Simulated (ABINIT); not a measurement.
Write the native input for ABINIT 10.8.3 (patched build) that does the following.

| Quantity | Value |
| --- | --- |
| Task | equation of state |
| Functional | PBE |
| Potentials or basis | JTH PAW PBE v2.0 |
| Cutoff | 707 eV |
| k mesh | 10 × 10 × 6 |
| Occupations | fermi-dirac, width 0.05 eV |
| Spin | no spin polarisation |
| Fine-grid cutoff | 1306.15 eV |
| Exchange and correlation inside the PAW spheres | full angular mesh (pawxcdev 0, this build's default; the released program takes 1) |

The system is AlN.

```
Al N
1.0
     3.11300    0.00000    0.00000
    -1.55650    2.69594    0.00000
     0.00000    0.00000    4.98100
Al N
2 2
Cartesian
  1.5565 0.8986 2.4905
  0.0000 1.7973 0.0000
  1.5565 0.8986 4.3833
  0.0000 1.7973 1.8928
```

One way to write it, as run:

run.abi

```
# Datasets: one volume each
ndtset 7
getwfk -1
scalecart1 3*0.9795861087
scalecart2 3*0.9864848297
scalecart3 3*0.9932883884
scalecart4 3*1.0000000000
scalecart5 3*1.0066227096
scalecart6 3*1.0131594038
scalecart7 3*1.0196128224

# Pseudopotentials
pp_dirpath "./"
pseudos "Al.GGA_PBE-JTH.xml, N.GGA_PBE-JTH.xml"

# Structure
acell 5.882717426 5.882717426 9.4127258268
rprim
     1.0000000000     0.0000000000     0.0000000000
    -0.5000000000     0.8660254038     0.0000000000
     0.0000000000     0.0000000000     1.0000000000
ntypat 2
znucl 13 7
natom 4
typat 1 1 2 2
xred
     0.6666666667     0.3333333333     0.5000000000
     0.3333333333     0.6666666667     0.0000000000
     0.6666666667     0.3333333333     0.8800000000
     0.3333333333     0.6666666667     0.3800000000

# Plane-wave basis
ecut 26.0
pawecutdg 48.0

# k points
kptopt 1
ngkpt 10 10 6
nshiftk 1
shiftk 0.0 0.0 0.0

# Exchange and correlation
ixc 11

# Bands and occupations
nband 12
occopt 3
tsmear 0.05 eV

# SCF cycle
nstep 100
tolvrs 1.0e-9

# Output
iomode 3
prtwf 1
prtden 0
prteig 0
prtebands 0
```

Potentials or basis: JTH PAW PBE v2.0.

Run with:

```bash
$ abinit run.abi > log 2>&1
```

It gave:

```
Equilibrium volume                        : 10.67 Å³/atom
Bulk modulus at fixed shape and positions : 195 GPa
Pressure derivative of the bulk modulus   : 3.8
```

Caveat: pressures at fixed basis lie under the slope of the energies; the cell was scaled at fixed shape and fractional positions, which overstates the stiffness of a crystal with free parameters, most of all of layers and chains.

It took 3.8 min on 1 thread of Arm Neoverse V1, on a shared host, peak memory 0.16 GiB.
